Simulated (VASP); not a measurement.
# C₃H₈, nudged elastic band: which settings are enough?

C₃H₈, molecule in box, 11 atoms in the cell. PBE, nudged elastic band; PAW potentials C, H (PBE set). VASP 6.6.1.

Wanted: barrier within 0.02 eV.

Path: methyl rotation in C3H8; Moving images: 3.

The series start from Cutoff ENCUT (eV): 400; SCF threshold EDIFF (eV): 1e-5; PREC: Normal; LREAL: no. Each series keeps the choices made before it, and each single choice may use up half of a tolerance. Times cover all steps of a run.

## Cutoff ENCUT (eV)

| Cutoff ENCUT (eV) | Barrier (eV) | Time (s) |
|---|---|---|
| 350 | 0.127 | 140 |
| 400 | 0.126 | 143 |
| 450 | 0.125 | 141 |
| 500 | 0.124 | 141 |
| 550 | 0.125 | 170 |
| 600 (reference) | 0.125 | 190 |

Chosen: 350, the loosest value from which every tighter one stays within half of the tolerance.

## SCF threshold EDIFF (eV)

| SCF threshold EDIFF (eV) | Barrier (eV) | Time (s) |
|---|---|---|
| 0.001 | 0.127 | 94 |
| 0.0001 | 0.127 | 84 |
| 1e-5 | 0.127 | 140 |
| 1e-6 (reference) | 0.127 | 125 |

Chosen: 0.001.

## PREC

| PREC | Barrier (eV) | Time (s) |
|---|---|---|
| Normal | 0.127 | 94 |
| Accurate | 0.127 | 163 |

Chosen: Normal; no other choice that stays within half of the tolerance saves 30 % of the time.

## LREAL

| LREAL | Barrier (eV) | Time (s) |
|---|---|---|
| no | 0.127 | 94 |
| Auto | 0.127 | 104 |

Chosen: no.

## All choices together

| Input | Barrier (eV) | Time (s) |
|---|---|---|
| chosen settings | 0.127 | 94 |
| reference settings throughout | 0.125 | 218 |

The tolerance is met.

## The input

INCAR.step1:
```
  ALGO = Normal
  EDIFF = 0.001
  EDIFFG = -0.02
  ENCUT = 350
  IBRION = 2
  ISIF = 2
  ISMEAR = 0
  ISYM = 0
  LASPH = T
  LCHARG = F
  LREAL = F
  LWAVE = F
  NELM = 100
  NSW = 100
  POTIM = 0.5
  PREC = Normal
  SIGMA = 0.01
```

INCAR.step3:
```
  ALGO = Normal
  EDIFF = 0.001
  EDIFFG = -0.05
  ENCUT = 350
  IBRION = 1
  IMAGES = 3
  ISMEAR = 0
  ISYM = 0
  LASPH = T
  LCHARG = F
  LREAL = F
  LWAVE = F
  NELM = 100
  NSW = 200
  POTIM = 0.3
  PREC = Normal
  SIGMA = 0.01
  SPRING = -5
```

KPOINTS:
```
k-points
0
Gamma
  1 1 1
```

00/POSCAR:
```
H8C3
1.0
    8.0000000000      0.0000000000      0.0000000000
    0.0000000000     11.5000000000      0.0000000000
    0.0000000000      0.0000000000     10.0000000000
C H
3 8
Direct
    0.5001235534      0.5000390557      0.5630274598
    0.5001232978      0.6104667921      0.4782920257
    0.5001232869      0.3896112158      0.4782922402
    0.3898361168      0.5000394035      0.6296921089
    0.6104098115      0.5000393890      0.6296931115
    0.5001220015      0.6896654317      0.5404502448
    0.5001220069      0.3104123687      0.5404501622
    0.6111768838      0.6140010798      0.4129185755
    0.3890689205      0.6140009401      0.4129191373
    0.3890690964      0.3860771762      0.4129191034
    0.6111766594      0.3860770403      0.4129185311
```

01/POSCAR:
```
H8C3
1.0
    8.0000000000      0.0000000000      0.0000000000
    0.0000000000     11.5000000000      0.0000000000
    0.0000000000      0.0000000000     10.0000000000
C H
3 8
Direct
    0.5001881832      0.4986314878      0.5639943821
    0.5002863278      0.6079509517      0.4801482191
    0.5001535587      0.3894154029      0.4781230223
    0.3899310157      0.4996495547      0.6296782517
    0.6105053474      0.4996020820      0.6296110259
    0.5627089432      0.6833703707      0.5261685148
    0.5001630726      0.3108223047      0.5404301170
    0.5625630637      0.5987005465      0.3822959145
    0.3744759197      0.6402057788      0.4544942252
    0.3893730983      0.3861896337      0.4132792990
    0.6110031046      0.3858917793      0.4133497287
```

02/POSCAR:
```
H8C3
1.0
    8.0000000000      0.0000000000      0.0000000000
    0.0000000000     11.5000000000      0.0000000000
    0.0000000000      0.0000000000     10.0000000000
C H
3 8
Direct
    0.5002395043      0.5000130271      0.5628399696
    0.5002395043      0.6101745053      0.4780497696
    0.5002395043      0.3898515488      0.4780497696
    0.3906272543      0.5000130271      0.6285396696
    0.6098517543      0.5000130271      0.6285396696
    0.6103669836      0.6637720628      0.4980035088
    0.5002395043      0.3116521575      0.5402749696
    0.4997604957      0.5888572733      0.3714155636
    0.3893081207      0.6628805142      0.4986040712
    0.3897871293      0.3866013749      0.4136278696
    0.6106918793      0.3866013749      0.4136278696
```

03/POSCAR:
```
H8C3
1.0
    8.0000000000      0.0000000000      0.0000000000
    0.0000000000     11.5000000000      0.0000000000
    0.0000000000      0.0000000000     10.0000000000
C H
3 8
Direct
    0.5002796732      0.4985855832      0.5638955852
    0.5000466758      0.6079607006      0.4801660458
    0.5002938468      0.3893729247      0.4780133773
    0.3899795516      0.4995187703      0.6294928131
    0.6105441618      0.4995888963      0.6295490849
    0.6252752388      0.6409899028      0.4542263695
    0.5002650520      0.3107957000      0.5403484644
    0.4371529543      0.5988086628      0.3825507066
    0.4370192635      0.6828419968      0.5268941220
    0.3894137185      0.3858464439      0.4132673605
    0.6110814986      0.3861203114      0.4131687712
```

04/POSCAR:
```
H8C3
1.0
    8.0000000000      0.0000000000      0.0000000000
    0.0000000000     11.5000000000      0.0000000000
    0.0000000000      0.0000000000     10.0000000000
C H
3 8
Direct
    0.5003213784      0.4999488247      0.5628316016
    0.4999139654      0.6106030254      0.4785340595
    0.5002897482      0.3895291487      0.4780742751
    0.3900701128      0.4998826834      0.6294577772
    0.6106211156      0.4999100155      0.6294425563
    0.6107995358      0.6145463446      0.4130571339
    0.5002538406      0.3103599721      0.5402862940
    0.3887439600      0.6141919044      0.4132929879
    0.4998053874      0.6895341888      0.5411412773
    0.3891749814      0.3859866239      0.4127555463
    0.6113576093      0.3859371613      0.4126991913
```

POSCAR.step1:
```
H8C3
1.0
    8.0000000000      0.0000000000      0.0000000000
    0.0000000000     11.5000000000      0.0000000000
    0.0000000000      0.0000000000     10.0000000000
C H
3 8
Direct
    0.5001228759      0.5000390812      0.5628847364
    0.5001228759      0.6102005594      0.4780945364
    0.5001228759      0.3898776029      0.4780945364
    0.3905106259      0.5000390812      0.6285844364
    0.6097351259      0.5000390812      0.6285844364
    0.5001228759      0.6883999507      0.5403197364
    0.5001228759      0.3116782116      0.5403197364
    0.6105752509      0.6134507333      0.4136726364
    0.3896705009      0.6134507333      0.4136726364
    0.3896705009      0.3866274290      0.4136726364
    0.6105752509      0.3866274290      0.4136726364
```

POSCAR.step2:
```
H8C3
1.0
    8.0000000000      0.0000000000      0.0000000000
    0.0000000000     11.5000000000      0.0000000000
    0.0000000000      0.0000000000     10.0000000000
C H
3 8
Direct
    0.5002395043      0.4999609188      0.5627504360
    0.5002395043      0.6101223971      0.4779602360
    0.5002395043      0.3897994406      0.4779602360
    0.3906272543      0.4999609188      0.6284501360
    0.6098517543      0.4999609188      0.6284501360
    0.6103669836      0.6145162870      0.4133710535
    0.5002395043      0.3116000493      0.5401854360
    0.3893081207      0.6136935942      0.4140899257
    0.4997604957      0.6877168350      0.5412784333
    0.3897871293      0.3865492667      0.4135383360
    0.6106918793      0.3865492667      0.4135383360
```

Commands (each step's output is kept before the next begins):
```
cat potpaw_PBE.64/C/POTCAR potpaw_PBE.64/H/POTCAR > POTCAR
cp INCAR.step1 INCAR
cp POSCAR.step1 POSCAR
mpirun -np 2 vasp_gam > vasp.out
cp POSCAR.step2 POSCAR
mpirun -np 2 vasp_gam > vasp.out
# 00 and 04 hold the relaxed ends, the second shifted as a whole so that the mean position stays; the images between are interpolated (pair-distance (IDPP), through a guessed midpoint)
cp INCAR.step3 INCAR
mpirun -np 3 vasp_gam > vasp.out
```

The chosen input took VASP 6.6.1 94 s on 3 cores (Intel Xeon Platinum 8488C (Sapphire Rapids)), a shared host.
